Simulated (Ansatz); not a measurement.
# ZrSe2 (P-3m1): how far a G0W0 gap depends on its settings, part 2 of 2

Ansatz 0.2.0, plane waves. The steps go on from the part before.

## (7) Starting from r2SCAN

Input file input.yaml:

```yaml
crystal:
  lattice:
    - [3.7881123534, 0.0, 0.0]
    - [-1.8940561767, 3.2806015304, 0.0]
    - [0.0, 0.0, 6.1800629117]
  atoms:
    - { symbol: Zr, position: [0.0, 0.0, 0.0] }
    - { symbol: Se, position: [0.3333333333, 0.6666666667, 0.2538098059] }
    - { symbol: Se, position: [0.6666666667, 0.3333333333, 0.7461901941] }
kpoints:
  mp_grid: { grid: [6, 6, 2] }
hamiltonian:
  xc: r2scan
scf:
  occupations: { method: fixed }
gw:
  n_empty_bands: 288
  ecut_chi: 140
  qp_bands: [v2, c2]
  qp_kpoints: band_edges
  screening: { model: contour_deformation }
```

Launch:

```bash
ansatz run input.yaml --threads 2 --pin off --max-ram 3686MiB --backend cpu --events-out ev --progress --plain --runs-dir out
```

Log (excerpt; [...] marks lines left out):

```text
Warning: RAYON_NUM_THREADS=2 ignored (pool sized by the plan → 2); use --threads N
[...]
Pseudopotentials: kind: paw
Pseudopotential: Zr, paw, valence charge 12, recommended cutoff 500 eV (meta_gga), Zr.paw.azcp
Pseudopotential: Se, paw, valence charge 16, recommended cutoff 500 eV (meta_gga), Se.paw.azcp
Functional definition: r2SCAN
[...]
Crystal: 3 atoms, lattice volume = 76.801 Å³
Basis set: ecut = 500 eV, 1943 PW (Γ), exchange–correlation on 120×120×192 points (64 copies of the dense FFT grid, shifted against one another)
Bands: 27, of which v1, the nominal top of the filled ones, is band 22 counted from 1 (21 counted from 0)
Symmetry: 12 space group operations
Space group: P-3m1 (ITA 164), of the structure as read, at distance tolerance 4.3e-5 Å
k-points: 14 of 72
[...]
     7    21      7.5239   -17.6186     1.7368   -15.5140  0.7436     7.1523     7.1561  root
     7    22      7.5814   -17.5523     1.7862   -15.4076  0.7375     7.2190     7.2228  root
     7    23      9.1988    -9.8023    -4.3725   -14.3501  0.7465     9.3749     9.3742  root
     7    24     11.4511   -11.0664    -6.0651   -17.4107  0.6955    11.7337    11.7303  root
     9    21      6.7268   -16.8290     1.6333   -14.8835  0.7235     6.4112     6.4146  root
     9    22      7.5454   -17.3492     1.8651   -15.1244  0.7353     7.1817     7.1858  root
     9    23     10.3584   -10.3454    -5.1880   -15.7513  0.7211    10.5780    10.5762  root
     9    24     10.5102   -10.4774    -4.7107   -15.3713  0.7291    10.6946    10.6934  root
    13    21      6.4963   -17.9539     2.0850   -15.6196  0.7088     6.2450     6.2470  root
    13    22      6.4963   -17.9539     2.0850   -15.6196  0.7088     6.2450     6.2470  root
    13    23     10.7252   -10.1025    -5.6161   -15.9407  0.7148    10.9491    10.9474  root
    13    24     11.0955   -10.1580    -5.5151   -15.8784  0.7072    11.3025    11.3007  root
```

Run time: 3.5 min. Hardware: 2 threads of Arm Neoverse V1, shared host; peak memory 0.82 GiB.

With 288 empty bands and 140 eV for the screening, the 6×6×2 mesh shows 0.60 eV for r2SCAN and 1.09 eV for the quasiparticles (+0.49 eV). The renormalisation factors Z of the two edge bands lie between 0.71 and 0.75.

## (8) A plasmon pole in place of the full frequency dependence

input.yaml: that of step 7 with these lines changed.

```diff
@@ -12,3 +12,3 @@
 hamiltonian:
-  xc: r2scan
+  xc: pbe
 scf:
@@ -20,2 +20,2 @@
   qp_kpoints: band_edges
-  screening: { model: contour_deformation }
+  screening: { model: godby_needs }
```

Launch:

```bash
ansatz run input.yaml --threads 2 --pin off --max-ram 3686MiB --backend cpu --events-out ev --progress --plain --runs-dir out
```

Log (excerpt; [...] marks lines left out):

```text
Warning: RAYON_NUM_THREADS=2 ignored (pool sized by the plan → 2); use --threads N
[...]
[... 4 set-up lines as earlier in the session ...]
[...]
Crystal: 3 atoms, lattice volume = 76.801 Å³
Basis set: ecut = 420 eV, 1521 PW (Γ)
Bands: 27, of which v1, the nominal top of the filled ones, is band 22 counted from 1 (21 counted from 0)
[... 2 set-up lines as earlier in the session ...]
k-points: 14 of 72
[...]
SCF iter   1: F=—  HF=-15126.017414 eV  |F-HF|=—  |Δ(HF+E_count)|=         —  Δρ=1.45e-3  dr2=2.14e-3  ethr=1.77e-3  ⟨swp⟩=4.0  Hψ=1356  notcnv=0  defer=23
[...]
     7    21      7.8158   -17.5081     1.7542   -15.1640  0.7814     7.2237     7.2260  root
     7    22      7.8493   -17.4545     1.8160   -15.0604  0.7796     7.2689     7.2712  root
     7    23      9.1330    -9.8913    -4.3827   -14.4660  0.7848     9.3252     9.3249  root
     7    24     11.3484   -11.0229    -6.1322   -17.6715  0.7604    11.8587    11.8648  root
     9    21      6.9773   -16.6530     1.5674   -14.5644  0.7763     6.4556     6.4561  root
     9    22      7.7984   -17.2358     1.9059   -14.7400  0.7795     7.2061     7.2085  root
     9    23     10.2668   -10.3882    -5.2134   -15.9294  0.7779    10.5964    10.5945  root
     9    24     10.4521   -10.5634    -4.6811   -15.4711  0.7812    10.6810    10.6787  root
    13    21      6.8035   -17.8667     2.0718   -15.2897  0.7720     6.2951     6.2983  root
    13    22      6.8035   -17.8667     2.0718   -15.2897  0.7720     6.2951     6.2983  root
    13    23     10.6131   -10.1054    -5.6684   -16.1629  0.7768    11.0021    11.0022  root
    13    24     10.9823   -10.1244    -5.5251   -15.9984  0.7738    11.3340    11.3311  root
```

Run time: 3.7 min. Hardware: 2 threads of Arm Neoverse V1, shared host; peak memory 0.85 GiB.

With 288 empty bands and 140 eV for the screening, the 6×6×2 mesh shows 0.29 eV for PBE and 0.98 eV for the quasiparticles (+0.69 eV). The renormalisation factors Z of the two edge bands lie between 0.77 and 0.78.

## (9) A finer mesh, 6×6×4

input.yaml: that of step 8 with these lines changed.

```diff
@@ -10,3 +10,3 @@
 kpoints:
-  mp_grid: { grid: [6, 6, 2] }
+  mp_grid: { grid: [6, 6, 4] }
 hamiltonian:
@@ -16,6 +16,6 @@
 gw:
-  n_empty_bands: 288
-  ecut_chi: 140
+  n_empty_bands: 124
+  ecut_chi: 80
   qp_bands: [v2, c2]
   qp_kpoints: band_edges
-  screening: { model: godby_needs }
+  screening: { model: contour_deformation }
```

Launch:

```bash
ansatz run input.yaml --threads 2 --pin off --max-ram 3686MiB --backend cpu --events-out ev --progress --plain --runs-dir out
```

Log (excerpt; [...] marks lines left out):

```text
Warning: RAYON_NUM_THREADS=2 ignored (pool sized by the plan → 2); use --threads N
[...]
[... 4 set-up lines as earlier in the session ...]
[...]
Crystal: 3 atoms, lattice volume = 76.801 Å³
Basis set: ecut = 420 eV, 1521 PW (Γ)
Bands: 27, of which v1, the nominal top of the filled ones, is band 22 counted from 1 (21 counted from 0)
[... 2 set-up lines as earlier in the session ...]
k-points: 24 of 144
[...]
SCF iter   1: F=—  HF=-15126.026706 eV  |F-HF|=—  |Δ(HF+E_count)|=         —  Δρ=1.31e-3  dr2=1.59e-3  ethr=1.77e-3  ⟨swp⟩=4.0  Hψ=2329  notcnv=0  defer=38
[...]
    16    21      6.9767   -16.6501     1.8520   -14.5645  0.7083     6.7410     6.7431  root
    16    22      7.7955   -17.2158     2.1546   -14.7405  0.7202     7.4708     7.4749  root
    16    23     10.2683   -10.3834    -5.0575   -15.9282  0.7070    10.7662    10.7556  root
    16    24     10.4523   -10.5967    -4.4674   -15.4691  0.7171    10.8637    10.8573  root
    20    21      6.6193   -17.5310     2.4486   -14.8273  0.6945     6.3614     6.3642  root
    20    22      7.1491   -17.1417     2.3354   -14.4787  0.7068     6.8169     6.8215  root
    20    23     10.1686   -10.7155    -4.4993   -15.6313  0.7145    10.5925    10.5851  root
    20    24     10.9879   -10.3781    -5.3897   -16.2806  0.6977    11.5124    11.5007  root
    23    21      6.8011   -17.8150     2.3298   -15.2887  0.6974     6.6032     6.6047  root
    23    22      6.8011   -17.8150     2.3298   -15.2887  0.6974     6.6032     6.6047  root
    23    23     10.6154   -10.0992    -5.5382   -16.1632  0.7024    11.1547    11.1411  root
    23    24     10.9830   -10.1610    -5.3527   -15.9962  0.6964    11.4761    11.4655  root
```

It took 2.5 min on 2 threads of Arm Neoverse V1, shared host; peak memory 0.5 GiB.

On its 6×6×4 mesh the gap goes from 0.30 eV (PBE) to 0.93 eV, a shift of +0.63 eV, with 124 empty bands and a screening cutoff of 80 eV. The renormalisation factors Z of the two edge bands lie between 0.70 and 0.74.

## (10) Norm-conserving pseudopotentials

input.yaml: that of step 9 with these lines changed.

```diff
@@ -10,5 +10,6 @@
 kpoints:
-  mp_grid: { grid: [6, 6, 4] }
+  mp_grid: { grid: [6, 6, 2] }
 hamiltonian:
   xc: pbe
+  pseudopotentials: { kind: nc }
 scf:
@@ -16,4 +17,4 @@
 gw:
-  n_empty_bands: 124
-  ecut_chi: 80
+  n_empty_bands: 288
+  ecut_chi: 140
   qp_bands: [v2, c2]
```

Launch:

```bash
ansatz run input.yaml --threads 2 --pin off --max-ram 3686MiB --backend cpu --events-out ev --progress --plain --runs-dir out
```

Log (excerpt; [...] marks lines left out):

```text
Warning: RAYON_NUM_THREADS=2 ignored (pool sized by the plan → 2); use --threads N
[...]
Pseudopotentials: kind: nc
Pseudopotential: Zr, nc, valence charge 12, recommended cutoff 897.975746 eV (normal), Zr.nc.azcp
Pseudopotential: Se, nc, valence charge 16, recommended cutoff 1170.089609 eV (normal), Se.nc.azcp
[... 1 set-up line as earlier in the session ...]
[...]
Crystal: 3 atoms, lattice volume = 76.801 Å³
Basis set: ecut = 1170.089609 eV, 7007 PW (Γ)
Bands: 27, of which v1, the nominal top of the filled ones, is band 22 counted from 1 (21 counted from 0)
[... 2 set-up lines as earlier in the session ...]
k-points: 14 of 72
[...]
SCF iter   1: F=—  HF=-7982.673345 eV  |F-HF|=—  |Δ(HF+E_count)|=         —  Δρ=9.43e-2  dr2=2.56e1  ethr=3.10e-3  ⟨swp⟩=6.7  Hψ=1651  notcnv=0  defer=37
[...]
     7    21      8.2031   -17.5155     1.7914   -15.1724  0.7278     7.6393     7.6514  root
     7    22      8.2451   -17.4521     1.8522   -15.0653  0.7205     7.6985     7.7103  root
     7    23      9.5212    -9.8867    -4.3680   -14.4613  0.7310     9.7289     9.7277  root
     7    24     11.7353   -11.0201    -6.2625   -17.6713  0.6770    12.1317    12.1239  root
     9    21      7.3653   -16.6473     1.6562   -14.5606  0.7058     6.9275     6.9348  root
     9    22      8.1897   -17.2323     1.9566   -14.7413  0.7173     7.6421     7.6553  root
     9    23     10.6555   -10.3859    -5.2625   -15.9294  0.7031    10.9397    10.9365  root
     9    24     10.8376   -10.5707    -4.7187   -15.4790  0.7127    11.0284    11.0271  root
    13    21      7.2005   -17.8457     2.1544   -15.2773  0.6967     6.7787     6.7864  root
    13    22      7.2005   -17.8457     2.1544   -15.2773  0.6967     6.7787     6.7864  root
    13    23     10.9999   -10.1027    -5.7347   -16.1608  0.6998    11.3280    11.3233  root
    13    24     11.3682   -10.1268    -5.6036   -16.0013  0.6915    11.6424    11.6391  root
```

Run time: 6.2 min. Hardware: 2 threads of Arm Neoverse V1, shared host; peak memory 1.3 GiB.

With 288 empty bands and 140 eV for the screening, the 6×6×2 mesh shows 0.29 eV for PBE and 0.99 eV for the quasiparticles (+0.70 eV). The renormalisation factors Z of the two edge bands lie between 0.70 and 0.74.

## (11) Results

The summary covers parts 1 to 2.

| start | potentials | frequencies | empty bands | cutoff (eV) | mesh | Kohn-Sham gap (eV) | G0W0 gap (eV) |
| --- | --- | --- | --- | --- | --- | --- | --- |
| PBE | PAW | full | 124 | 80 | 6×6×2 | 0.29 | 0.93 |
| PBE | PAW | full | 288 | 140 | 6×6×2 | 0.29 | 1.03 |
| PBE | PAW | full | 530 | 210 | 6×6×2 | 0.29 | 1.07 |
| HSE06 | PAW | full | 288 | 140 | 6×6×2 | 0.96 | 1.24 |
| LDA | PAW | full | 288 | 140 | 6×6×2 | 0.21 | 0.97 |
| r2SCAN | PAW | full | 288 | 140 | 6×6×2 | 0.60 | 1.09 |
| PBE | PAW | pole | 288 | 140 | 6×6×2 | 0.29 | 0.98 |
| PBE | PAW | full | 124 | 80 | 6×6×4 | 0.30 | 0.93 |
| PBE | NC | full | 288 | 140 | 6×6×2 | 0.29 | 0.99 |

Gaps are those on each run's own mesh.

What this shows: With bands and cutoff raised together, from 124 bands at 80 eV to 530 at 210 eV, the gap moves by +0.15 eV, and on the last rung by +0.04 eV; extrapolated in 1/N from the last two rungs, the limit on this k mesh would lie near 1.1 eV. The starting point matters: against PBE, HSE06 gives +0.21 eV, LDA gives -0.06 eV, r2SCAN gives +0.05 eV. The plasmon pole changes the gap by -0.050 eV. Norm-conserving potentials change it by -0.042 eV. On the finer mesh the quasiparticle shift is +0.64 eV, against +0.64 eV on the coarse one.
